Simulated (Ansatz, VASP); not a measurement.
# HfO2: VASP beside Ansatz

```
CELL_PARAMETERS angstrom
0.00000 2.52207 2.52207
2.45473 0.00000 2.52207
2.45473 2.52207 0.00000
ATOMIC_POSITIONS crystal
Hf 0.00000 0.00000 0.00000
O 0.25000 0.25000 0.25000
O 0.75000 0.75000 0.75000
```

Change from the starting cell: normal strain along x -0.0267, normal strain along y +0.0000.

Alike in both runs: task single point; functional PBEsol; k mesh 8 × 8 × 8; occupations gaussian, width 0.05 eV; no spin polarisation.

```csv
,VASP,Ansatz
version,VASP 6.6.1,Ansatz 0.2.0
potentials or method,"VASP PAW PBE potentials, release 64 (Hf_pv, O)","scalar-relativistic, plane waves, PAW"
plane-wave cutoff (eV),520,520
valence electrons in the cell,22,38
```

Ansatz gave:

* gap on the k mesh at the Fermi level (eV): 3.49
* least direct gap on the mesh (eV): 3.53
* pressure (GPa): 7.7
* largest component of the traceless stress (GPa): 8.73

**Question.** What did VASP give for the same quantities?

**Answer.** gap on the k mesh at the Fermi level (eV): 3.50; least direct gap on the mesh (eV): 3.56; pressure (GPa): 3.6; largest component of the traceless stress (GPa): 8.89.

One of these differences is far larger than is usual between the two programs; its cause wasn't traced. The two sets of potentials don't hold the same shells in valence. Ansatz warned: «pseudo_functional_mismatch».

Caveats: the PAW data sets were made with another functional, which shifts forces and pressure a little (VASP); spin-orbit coupling is left out, which moves the levels of the heavy elements. A k mesh can miss the band edges.
